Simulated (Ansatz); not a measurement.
Write the native input for Ansatz 0.2.0 that does the following.

```yaml
Task: single point
Functional: PBEsol
Potentials_or_basis: all-electron LAPW, scalar-relativistic
Cutoff: 389 eV (chosen from the basis error)
Basis_error_allowed: 0.001 eV/atom
k_mesh: 10 × 10 × 10
Occupations: fermi-dirac, width 0.05 eV
Spin: no spin polarisation
```

Crystal: TaN.

```
CELL_PARAMETERS angstrom
0.00000 2.21132 2.21132
2.21132 0.00000 2.21132
2.21132 2.21132 0.00000
ATOMIC_POSITIONS crystal
Ta 0.51353 0.48421 0.52898
N 0.98710 0.98530 0.01570
```

The cell comes from a database or a generator and needn't be the stable form of this composition.

The cell isn't the ideal one: atoms moved at random, drawn with an rms of 0.05 Å.

One way to write it, as run:

input.yaml

```yaml
crystal:
  lattice:
    - [0.0, 2.211323, 2.211323]
    - [2.211323, 0.0, 2.211323]
    - [2.211323, 2.211323, 0.0]
  atoms:
    - { symbol: Ta, position: [0.513526, 0.484213, 0.528979] }
    - { symbol: "N", position: [-0.012902, -0.014702, 0.015695] }
kpoints:
  mp_grid: { grid: [10, 10, 10] }
scf:
  occupations: { method: fermi_dirac, width: 0.05 }
hamiltonian:
  xc: pbesol
  pseudopotentials: { kind: all_electron, lapw: { basis_error: 0.001 } }
output:
  forces: true
  stress: true
  eigenvalues: true
  populations: true
```

Potentials or basis: all-electron LAPW, scalar-relativistic.

The run is started by

```bash
$ ansatz run input.yaml --threads 1 --pin off --max-ram 3072MiB --backend cpu --events-out ev --progress --plain --runs-dir out
```

Results of the run:

| Item | Value |
| --- | --- |
| Pressure | -8.9 GPa |
| Largest force | 0.770 eV/Å |
| Band gap on the k mesh | none (metal or under the smearing width) |
| Loewdin charges | Ta +0.77; N -0.69 e |

It took 4.4 min on 1 thread of Arm Neoverse V1, with other jobs on the host, peak memory 1.1 GiB.
